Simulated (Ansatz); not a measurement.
## C(111) with Li on 25 % of the top atoms and H on the rest: bands and core levels

What would XPS and angle-resolved spectra of C(111) with Li on 25 % of the top atoms and H on the rest look like?

Calculated with Ansatz 0.2.0; DFT, PBE, plane-wave PAW, default files, scalar-relativistic.

This is a report of a sequence of runs, with most program output left out.

## 1. Set-up

The cell holds 32 atoms: 1 Li, 7 H and 24 C. Cell: a = 5.044 Å, b = 5.044 Å, c = 21.734 Å, α = 90.0°, β = 90.0°, γ = 60.0°. It derives from C. How the cell was made: terminated face; group: Li; share of top atoms: 0.25; rest: H; oxygen in back bonds: 0; lower face: H. Regions: ad, 4 atoms (1 Li and 3 H); L1, 4 atoms (4 C); L2, 4 atoms (4 C); L3, 4 atoms (4 C); mid, 4 atoms (4 C); rest, 12 atoms (8 C and 4 H). Vacuum lies along c.

## 2. Relaxation

The cut or typed positions aren't at rest, and spectra shift with geometry, so the relaxation comes first. 12 atoms are held to stand for the bulk. A dipole correction cancels the field between unlike faces.

Input file input.yaml:

```yaml
crystal:
  lattice:
    - [5.044499777, 0.0, 0.0]
    - [2.5222498885, 4.3686649563, 0.0]
    - [0.0, 0.0, 21.7336689229]
  atoms:
    - { symbol: Li, position: [0.0, 0.0, 0.677919084] }
    - { symbol: H, position: [0.5, 0.0, 0.633287871] }
    - { symbol: H, position: [0.0, 0.5, 0.633287871] }
    - { symbol: H, position: [0.5, 0.5, 0.633287871] }
    - { symbol: C, position: [0.0, 0.0, 0.58635608] }
    - { symbol: C, position: [0.5, 0.0, 0.58635608] }
    - { symbol: C, position: [0.0, 0.5, 0.58635608] }
    - { symbol: C, position: [0.5, 0.5, 0.58635608] }
[... 20 atom lines left out ...]
    - { symbol: H, position: [0.0, 0.0, 0.322080916] }
    - { symbol: H, position: [0.5, 0.0, 0.322080916] }
    - { symbol: H, position: [0.0, 0.5, 0.322080916] }
    - { symbol: H, position: [0.5, 0.5, 0.322080916] }
kpoints:
  mp_grid: { grid: [6, 6, 1] }
scf:
  occupations: { method: fermi_dirac, width: 0.02 }
  n_extra_bands: 23
hamiltonian:
  xc: pbe
  pseudopotentials: { kind: paw }
output:
  forces: true
  write_potential: true
  volumetric_format: []
efield:
  axis: 3
  dipole_correction: true
relax:
  f_tol: 0.03
  max_steps: 70
  constraints: [{ sites: [20, 21, 22, 23, 24, 25, 26, 27, 28, 29, 30, 31] }]
```

Command:

```
$ ansatz run input.yaml --threads 4 --pin off --max-ram 11264MiB --backend cpu --events-out ev --progress --plain --runs-dir out
```

The job ended after 33 s (4 threads of Arm Neoverse V1, shared host; peak memory 1.1 GiB).

The steps of the relaxation:

```csv
step,energy less that of the first step (eV),largest force component (eV/Å)
1,0.0000,4.5773
2,-0.5139,1.3630
3,-0.6004,0.2224
4,-0.6038,0.0352
5,-0.6039,0.0127
```

Forces are held to the 6 operations that the run works with; a distortion that breaks them can't arise in this run.

The atoms that moved most (Å):

```csv
atom,dx,dy,dz,length
Li1,0.000,0.000,0.087,0.087
H2,0.000,-0.007,0.076,0.076
H3,-0.006,0.003,0.076,0.076
H4,0.006,0.003,0.076,0.076
C11,0.011,0.006,0.023,0.026
C9,0.000,-0.013,0.023,0.026
C12,-0.011,0.006,0.023,0.026
C6,0.000,-0.004,-0.026,0.026
```

The relaxed structure:

```cif
data_structure
_symmetry_space_group_name_H-M 'P 1'
_symmetry_Int_Tables_number 1
_cell_length_a 5.0445
_cell_length_b 5.0445
_cell_length_c 21.7337
_cell_angle_alpha 90.000
_cell_angle_beta 90.000
_cell_angle_gamma 60.000
_cell_volume 478.96
loop_
_atom_site_label
_atom_site_type_symbol
_atom_site_fract_x
_atom_site_fract_y
_atom_site_fract_z
_atom_site_occupancy
Li1 Li 0.00000 0.00000 0.68193 1
H2 H 0.50077 0.99846 0.63676 1
H3 H 0.99846 0.50077 0.63676 1
H4 H 0.50077 0.50077 0.63676 1
C5 C 0.00000 0.00000 0.58609 1
C6 C 0.50051 0.99897 0.58517 1
C7 C 0.99897 0.50051 0.58517 1
C8 C 0.50051 0.50051 0.58517 1
C9 C 0.83477 0.33047 0.56373 1
C10 C 0.33333 0.33333 0.56345 1
C11 C 0.83477 0.83477 0.56373 1
C12 C 0.33047 0.83477 0.56373 1
C13 C 0.83329 0.33342 0.49150 1
C14 C 0.33333 0.33333 0.49166 1
C15 C 0.83329 0.83329 0.49150 1
C16 C 0.33342 0.83329 0.49150 1
C17 C 0.16660 0.16660 0.46812 1
C18 C 0.66681 0.16660 0.46812 1
C19 C 0.16660 0.66681 0.46812 1
C20 C 0.66667 0.66667 0.46806 1
C21 C 0.16667 0.16667 0.39684 1
C22 C 0.66667 0.16667 0.39684 1
C23 C 0.16667 0.66667 0.39684 1
C24 C 0.66667 0.66667 0.39684 1
C25 C 0.00000 0.00000 0.37315 1
C26 C 0.50000 0.00000 0.37315 1
C27 C 0.00000 0.50000 0.37315 1
C28 C 0.50000 0.50000 0.37315 1
H29 H 0.00000 0.00000 0.32208 1
H30 H 0.50000 0.00000 0.32208 1
H31 H 0.00000 0.50000 0.32208 1
H32 H 0.50000 0.50000 0.32208 1
```

This step gave:

| Quantity | Value |
| --- | --- |
| free energy | -6335.6055 eV |
| Fermi energy | 2.167 eV |
| symmetry operations | 6 |
| gap on the k-mesh | 0.3320 eV |
| ionisation potential, upper face | 2.205 eV |
| upper vacuum level less the lowest empty level (Kohn–Sham affinity) | 1.873 eV |
| ionisation potential, lower face | 3.524 eV |

The relaxation ends 19 meV an atom lower, with a largest force component of 0.013 eV/Å on the free atoms.

## 3. Bands by layer

This is the main run. States are solved along the surface zone's path and weighed by where they lie along the normal, since photoemission sees the top layers. The cell holds 4 small cells, so the bands are unfolded.

Input file input.yaml:

```yaml
crystal:
  lattice:
    - [5.044499777, 0.0, 0.0]
    - [2.5222498885, 4.3686649563, 0.0]
    - [0.0, 0.0, 21.7336689229]
  atoms:
    - { symbol: Li, position: [0.0, 0.0, 0.68192609] }
    - { symbol: H, position: [0.5007707722, -0.0015415444, 0.6367621776] }
    - { symbol: H, position: [-0.0015415444, 0.5007707722, 0.6367621776] }
    - { symbol: H, position: [0.5007707722, 0.5007707722, 0.6367621776] }
    - { symbol: C, position: [0.0, 0.0, 0.5860873738] }
    - { symbol: C, position: [0.5005142481, -0.0010284962, 0.5851650435] }
    - { symbol: C, position: [-0.0010284962, 0.5005142481, 0.5851650435] }
    - { symbol: C, position: [0.5005142481, 0.5005142481, 0.5851650435] }
[... 20 atom lines left out ...]
    - { symbol: H, position: [0.0, 0.0, 0.322080916] }
    - { symbol: H, position: [0.5, 0.0, 0.322080916] }
    - { symbol: H, position: [0.0, 0.5, 0.322080916] }
    - { symbol: H, position: [0.5, 0.5, 0.322080916] }
kpoints:
  mp_grid: { grid: [6, 6, 1] }
scf:
  occupations: { method: fermi_dirac, width: 0.02 }
  n_extra_bands: 23
hamiltonian:
  xc: pbe
  pseudopotentials: { kind: paw }
output:
  forces: true
  write_potential: true
  volumetric_format: []
  dos:
    projected:
      site_lists:
        adsorbate: [0, 1, 2, 3]
        layer_1: [4, 5, 6, 7]
        layer_2: [8, 9, 10, 11]
        layer_3: [12, 13, 14, 15]
        middle: [16, 17, 18, 19]
        other_layers: [20, 21, 22, 23, 24, 25, 26, 27, 28, 29, 30, 31]
    de: 0.05
    e_range: [-30, 12]
    method: { smearing: { sigma: 0.12, scheme: gaussian } }
  eigenstates:
    kpoints:
      - [0.33333333, -0.33333333, 0.0]
      - [0.25, -0.375, 0.0]
      - [0.16666667, -0.41666667, 0.0]
      - [0.08333333, -0.45833333, 0.0]
      - [0.0, 0.5, 0.0]
      - [-0.08333333, 0.45833333, 0.0]
      # [... 29 more points ...]
      - [0.25, 0.5, 0.0]
      - [0.29166667, -0.41666667, 0.0]
    e_range: [-8.0, 6.0]
    unfold:
      supercell_matrix: [[2, 0, 0], [0, 2, 0], [0, 0, 1]]
      layers:
        axis: 3
        edges: [0.138035, 0.424663, 0.424763, 0.575143, 0.575243, 0.865969]
efield:
  axis: 3
  dipole_correction: true
```

Run time: 87 s. Hardware: 4 threads; peak memory 1.7 GiB; 5.8 min of CPU time.

This step gave:

| Quantity | Value |
| --- | --- |
| Fermi energy | 2.170 eV |
| zero of energy | valence-band maximum |
| share of occupied states in no projected shell | 0.0037 of the occupied states in the window |
| ionisation potential, upper face | 2.206 eV |
| upper vacuum level less the lowest empty level (Kohn–Sham affinity) | 1.874 eV |

A(k,E), total over k along the path and E. Zero: valence-band maximum.

Ten even steps from '_' (0.0 eV⁻¹) to '@' (3.6 eV⁻¹), each cell a mean:
```
____..__::::..--::--..::----::::--==++==--::++++==::--..____
____....__==::..::__--======----..--..**--::________________
____________++--::--..________----..++..____::::::__________
______..::____++++..----==--==..::##::____--________________
________....____--++==--..::====++______--__________________
__________::..____--============______::____________________
____________::________..::..________--..____________________
______________--::________________--..______________________
________________::==::..__..::--::__________________________
__________............++@@%%..__......______________________
__________________..####==**@@==..__________________________
________________..====**%%%%==::==..________________________
__________..::--==++%%++++--++##====--..____________________
________..::..::++%%++%%++%%##++++====**--__________________
______::::____====::==..____::**==::::..==******==....______
____::..____==--====::______..::==++::====......--==--..____
..--::::::**++**++--__________--==--**::::--====--::--==--..
@@##++..--++==--++==....____..::==++--==++--....::::__..==@@
==::..==++--..--::__..::----....--__::....==**##++++====**==
__::::==--..--==..________________--::------::..::==##++____
____::--::++==--____________________::..____..++****......__
__::**++++--==____________________..--::____::....__++::..__
```
Columns: k along the path (Å⁻¹) from 0 to 3.93; rows upwards: E (eV) from -7.53 to 5.88.

A(k,E), top over k along the path and E. Zero: valence-band maximum.

Values in eV⁻¹, 12 rows by 16 columns, each cell a mean:
```
0.08 0.45 0.27 0.27 0.27 0.22 0.37 0.33 0.21 0.38 0.46 0.25 0.24 0.35 0.35 0.04
0.02 0.17 0.17 0.33 0.23 0.26 0.19 0.25 0.29 0.30 0.14 0.36 0.51 0.26 0.02 0.02
0.02 0.06 0.61 0.18 0.33 0.28 0.18 0.16 0.37 0.19 0.42 0.36 0.01 0.02 0.07 0.01
0.03 0.02 0.05 0.59 0.13 0.14 0.25 0.23 0.07 0.45 0.39 0.01 0.00 0.00 0.01 0.04
0.01 0.01 0.01 0.04 0.64 0.56 0.46 0.46 0.60 0.43 0.03 0.03 0.03 0.02 0.02 0.01
0.12 0.10 0.12 0.15 0.20 0.45 0.76 0.69 0.33 0.15 0.13 0.11 0.10 0.10 0.10 0.11
0.01 0.01 0.02 0.09 0.16 0.39 0.47 0.42 0.26 0.12 0.03 0.02 0.01 0.01 0.01 0.01
0.08 0.08 0.13 0.09 0.32 0.37 0.23 0.27 0.37 0.26 0.24 0.21 0.15 0.07 0.08 0.08
0.05 0.13 0.06 0.22 0.29 0.11 0.03 0.05 0.24 0.19 0.26 0.21 0.19 0.22 0.12 0.04
0.46 0.27 0.31 0.38 0.36 0.18 0.20 0.19 0.22 0.31 0.23 0.27 0.36 0.30 0.17 0.44
0.11 0.19 0.31 0.22 0.08 0.03 0.03 0.03 0.04 0.14 0.17 0.20 0.19 0.29 0.43 0.13
0.08 0.33 0.32 0.22 0.02 0.01 0.00 0.01 0.01 0.10 0.17 0.05 0.21 0.21 0.17 0.08
```
Columns: k along the path (Å⁻¹) from 0 to 3.93; rows upwards: E (eV) from -7.53 to 5.88.

A(k,E), middle over k along the path and E. Zero: valence-band maximum.

Ten even steps from '_' (0.00 eV⁻¹) to '@' (2.11 eV⁻¹), each cell a mean:
```
__________________________________::::--__..==++==....______
______________________________________..::::________________
____________________________________________________________
____________________________________________________________
____________________________________________________________
____________________________________________________________
____________________________________________________________
____________________________________________________________
____________________________________________________________
______________________--**++________________________________
____________________++++..==##--____________________________
________________..==----====::::--..________________________
__________..::----==++--++----==--==--______________________
________......::==**==@@**@@##==--::--++--__________________
______....____----::++..____::++==......==++**++==..________
____....____--------::______::::==++..::::......::--::..____
..--......==========__________------**::..::::::..::::----..
%%++--..--==--::==--..________..::--::====::..__....__..--%%
......--==::..::::____..::....__--__......++****--::::--==..
__....::::..::==::________________--..::::::::..--==++--____
____::::::------____________________....____..====**..______
__..------::++____________________..--..____....____==....__
```
Columns: k along the path (Å⁻¹) from 0 to 3.93; rows upwards: E (eV) from -7.53 to 5.88.

A(k,E), bottom over k along the path and E. Zero: valence-band maximum.

Ten even steps from '_' (0.00 eV⁻¹) to '@' (1.38 eV⁻¹), each cell a mean:
```
________----____::--__::::::....------==--::------....______
__________++--______::::--::::::______**==::________________
____________****__________________--%%::____________________
______________--@@::____..__..__++%%..______________________
________________..%%%%**::--@@%%--__________________________
____________________..--**==....____________________________
____________________________________________________________
____________________________________________________________
____________________________________________________________
______________________::++==________________________________
____________________==++::--**--____________________________
________________..----##@@@@==::--__________________________
____________::::--++@@++----**##----::______________________
__________....::==##==++--++++==++==--==::__________________
______..::____----::--______..====::--..--==++==--..________
____....____==::==--..______....::==::**++......----::..____
__::..::::**++++==::__________..++::==::::==++++--::::==::__
####++..--====--++--....____..::--++::--==--::..--::__..--**
##--..--==--..--::__..::----....::..::....--++**==**==--####
__::::====::==--..________________--::------::..::--##**..__
____::--::++--..____________________::..____..==****....____
__::******----____________________..::--____::::..__==::..__
```
Columns: k along the path (Å⁻¹) from 0 to 3.93; rows upwards: E (eV) from -7.53 to 5.88.

Peaks of A(k,E) at the labelled points: for each region the eleven nearest the zero at most, each over 6 % of that point's highest, less those above the energy where the solved bands run out; weight and spread sum the levels within three half widths or 0.3 eV, so near peaks share levels. Peaks of the spectral function, the first 40 of 113 rows:

```csv
point,weight on,E (eV),A (1/eV),weight near the peak,rms spread of levels (eV)
K,total,-7.17,0.463,0.098,0.113
K,total,-6.47,0.454,0.071,0.021
K,total,-5.91,0.582,0.079,0.002
K,total,-5.31,5.295,0.801,0
K,total,-5.01,7.058,2.851,0.192
K,total,-4.81,6.15,2.663,0.165
K,total,-4.57,4.211,1.453,0.115
K,total,-2.61,0.835,0.134,0
K,total,-0.01,1.125,0.178,0
K,top,-6.47,0.185,0.03,0.019
K,top,-5.91,0.21,0.031,0.001
K,top,-5.31,0.608,0.091,0
K,top,-4.99,0.517,0.291,0.08
K,top,-4.81,1.393,0.522,0.153
K,top,-4.57,1.515,0.431,0.116
K,top,-2.61,0.562,0.091,0
K,top,-0.01,0.81,0.129,0
K,top,1.85,0.118,0.018,0
K,top,2.23,0.225,0.036,0.004
K,top,4.53,0.13,0.03,0.078
K,middle,-7.17,0.268,0.058,0.116
K,middle,-5.31,0.7,0.088,0
K,middle,-5.01,3.784,1.33,0.135
K,middle,-4.81,4.056,1.447,0.144
K,middle,-4.57,1.508,0.781,0.104
K,middle,-2.61,0.253,0.04,0
K,middle,-0.01,0.305,0.048,0
K,bottom,-5.31,3.986,0.621,0
K,bottom,-5.01,2.759,1.137,0.171
K,bottom,-4.81,0.698,0.693,0.183
K,bottom,-4.57,1.186,0.24,0.102
Γ,total,-5.21,5.273,0.827,0.006
Γ,total,-2.05,17.42,2.746,0.004
Γ,total,-1.11,12.81,1.997,0
Γ,total,-0.49,3.281,0.475,0
Γ,total,-0.09,12.41,1.999,0
Γ,total,0.33,5.557,0.842,0
Γ,total,2.21,6.216,0.994,0
Γ,total,2.81,6.234,0.996,0
Γ,total,3.67,6.184,0.992,0
```

[end of part 1 of 2]

[Logs are printed without paths, hosts, clocks, repeated set-up lines and the standing remarks that a program may print on its own settings, such as how far it seeks lower states.]

[Hosts, paths, dates, database ids (printed as entryN), source tags and the programs' standing remarks are cut or masked in the printed files.]

[Maps of the electrostatic potential energy from Ansatz leave out the sawtooth potential of an applied field or a dipole correction, so their vacuum need not be flat; work functions include it.]
